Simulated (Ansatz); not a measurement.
## The equilibrium volume of Rh, sorted by core time

```cif
data_structure
_symmetry_space_group_name_H-M 'Fm-3m'
_symmetry_Int_Tables_number 225
_cell_length_a 3.7957
_cell_length_b 3.7957
_cell_length_c 3.7957
_cell_angle_alpha 90.000
_cell_angle_beta 90.000
_cell_angle_gamma 90.000
_cell_volume 54.69
loop_
_atom_site_label
_atom_site_type_symbol
_atom_site_symmetry_multiplicity
_atom_site_Wyckoff_symbol
_atom_site_fract_x
_atom_site_fract_y
_atom_site_fract_z
_atom_site_occupancy
Rh1 Rh 4 a 0.00000 0.00000 0.00000 1
```

| rung | level | program and potentials | cutoff (eV) | k mesh | smearing | task | spin | core time | chip | equilibrium volume (Å³/atom) | notes |
| --- | --- | --- | --- | --- | --- | --- | --- | --- | --- | --- | --- |
| GGA + dispersion | PBE+D3(BJ) | Ansatz, Ansatz PAW | 420 | 12 × 12 × 12 | fermi-dirac 0.05 | relaxation of cell and atoms | off | 2.9 s | Arm Neoverse V1 | 13.64 | - |
| GGA + dispersion | BLYP+D3(BJ) | Ansatz, Ansatz PAW | 420 | 12 × 12 × 12 | fermi-dirac 0.05 | relaxation of cell and atoms | off | 3.2 s | Arm Neoverse V1 | 13.81 | potentials made for PBE, which Ansatz adapts in part |
| GGA | PBEsol | Ansatz, Ansatz PAW | 420 | 12 × 12 × 12 | fermi-dirac 0.05 | relaxation of cell and atoms | off | 4.1 s | Arm Neoverse V1 | 13.50 | potentials made for PBE, which Ansatz adapts in part |
| GGA | revPBE | Ansatz, Ansatz PAW | 420 | 12 × 12 × 12 | fermi-dirac 0.05 | relaxation of cell and atoms | off | 4.3 s | Arm Neoverse V1 | 14.22 | potentials made for PBE, which Ansatz adapts in part |
| GGA + dispersion | PBEsol+D3(BJ) | Ansatz, Ansatz PAW | 420 | 12 × 12 × 12 | fermi-dirac 0.05 | relaxation of cell and atoms | off | 4.4 s | Arm Neoverse V1 | 13.17 | potentials made for PBE, which Ansatz adapts in part |
| GGA + dispersion | PBE+D4 | Ansatz, Ansatz PAW | 420 | 12 × 12 × 12 | fermi-dirac 0.05 | relaxation of cell and atoms | off | 4.6 s | Arm Neoverse V1 | (a) | - |
| GGA | RPBE | Ansatz, Ansatz PAW | 420 | 12 × 12 × 12 | fermi-dirac 0.05 | relaxation of cell and atoms | off | 5.1 s | Arm Neoverse V1 | 14.29 | potentials made for PBE, which Ansatz adapts in part |
| GGA + dispersion | PBEsol+D4 | Ansatz, Ansatz PAW | 420 | 12 × 12 × 12 | fermi-dirac 0.05 | relaxation of cell and atoms | off | 5.3 s | Arm Neoverse V1 | 13.26 | potentials made for PBE, which Ansatz adapts in part |
| GGA + dispersion | RPBE+D4 | Ansatz, Ansatz PAW | 420 | 12 × 12 × 12 | fermi-dirac 0.05 | relaxation of cell and atoms | off | 5.7 s | Arm Neoverse V1 | 13.39 | potentials made for PBE, which Ansatz adapts in part |
| GGA + dispersion | RPBE+D3(BJ) | Ansatz, Ansatz PAW | 420 | 12 × 12 × 12 | fermi-dirac 0.05 | relaxation of cell and atoms | off | 5.8 s | Arm Neoverse V1 | 12.40 | potentials made for PBE, which Ansatz adapts in part |
| LDA | LDA | Ansatz, Ansatz PAW | 420 | 12 × 12 × 12 | fermi-dirac 0.05 | relaxation of cell and atoms | off | 6.1 s | Arm Neoverse V1 | 13.22 | potentials made for PBE, which Ansatz adapts in part |
| GGA | revPBE | Ansatz, PseudoDojo PBEsol | 1197 | 12 × 12 × 12 | fermi-dirac 0.05 | equation of state | off | 24 s | Arm Neoverse V2 | (b) | potentials made for PBEsol |
| GGA | RPBE | Ansatz, Ansatz PAW | 420 | 12 × 12 × 12 | fermi-dirac 0.1 | equation of state | SOC, no magnetisation | 24 s | Arm Neoverse V2 | 14.33 | potentials made for PBE, which Ansatz adapts in part |
| hybrid | HSE06 | Ansatz, Ansatz PAW | 420 | 6 × 6 × 6 | fermi-dirac 0.05 | relaxation of cell and atoms | off | 30 s | Arm Neoverse V1 | 13.55 | coarse mesh; potentials made for PBE, which Ansatz adapts in part |
| hybrid | PBEsol0 | Ansatz, Ansatz PAW | 420 | 6 × 6 × 6 | fermi-dirac 0.05 | relaxation of cell and atoms | off | 44 s | Arm Neoverse V1 | 13.18 | coarse mesh; potentials made for PBE, which Ansatz adapts in part |
| hybrid | PBE0 | Ansatz, Ansatz PAW | 420 | 8 × 8 × 8 | fermi-dirac 0.05 | equation of state | off | 2.7 min | AMD EPYC 7R13 Zen 3 | 13.53 | potentials made for PBE, which Ansatz adapts in part |
| hybrid | HSE06 | Ansatz, Ansatz PAW | 420 | 8 × 8 × 8 | fermi-dirac 0.05 | equation of state | off | 3.3 min | AMD EPYC 7R13 Zen 3 | (c) | potentials made for PBE, which Ansatz adapts in part |

Times are single runs on shared hosts and different chips, so they are rough; meshes, cutoffs and the tasks' sizes weigh on the time. Smearing widths are in eV. For a metal such meshes aren't converged. Meshes differ between rows, which moves values too. Meshes are those of the run's cell of 1 atom unless a note names another. Relaxations start from the cell shown or near it and stop with a little pressure left. Runs on faulty files, with rough fits or with known faults for this quantity aren't shown.

Task: Estimate the values left out from the other rows.

Result: (a) 13.59 Å³/atom; (b) 14.23 Å³/atom; (c) 13.52 Å³/atom.
